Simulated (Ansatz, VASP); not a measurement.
**Two plane-wave programs on GdO**

```xyz
2
Lattice="0.0000 2.7000 2.7000 2.7000 0.0000 2.7000 2.7000 2.7000 0.0000" Properties=species:S:1:pos:R:3 pbc="T T T"
Gd    0.0000    0.0000    0.0000
O     1.3500    1.3500    1.3500
```

Alike in both runs: task single point; functional PBEsol; k mesh 6 × 6 × 6; occupations gaussian, width 0.05 eV; collinear spin; Hubbard terms Gd f U = 4.0 eV.

```csv
,VASP,Ansatz
version,VASP 6.6.1,Ansatz 0.2.0
potentials or method,"VASP PAW PBE potentials, release 64 (Gd, O)","scalar-relativistic, plane waves, PAW"
plane-wave cutoff (eV),520,420
valence electrons in the cell,24,24
```

VASP gave:

* gap on the k mesh at the Fermi level (eV): none
* pressure (GPa): -4.0
* net moment per atom (μB): 3.93
* size of the moment on the site where the two differ most (μB): 7.06

Question: What did Ansatz give for the same quantities?

Answer: gap on the k mesh at the Fermi level (eV): none; pressure (GPa): -4.1; net moment per atom (μB): 3.93; size of the moment on the site where the two differ most (μB): 7.00.

Site moments also hang on the region over which each program counts them. The programs project onto different local orbitals, so the same U acts differently. A gap of «none» marks a metal or a gap that the smearing closes. Ansatz warned: «filled_band_counts_differ_across_k_points».

Caveats: the PAW data sets were made with another functional, which shifts forces and pressure a little (VASP); spin-orbit coupling is left out, which moves the levels of the heavy elements; a cell with one magnetic atom can't hold antiferromagnetic order, which such compounds often take. The state reached can hang on the start; a lower one may exist.
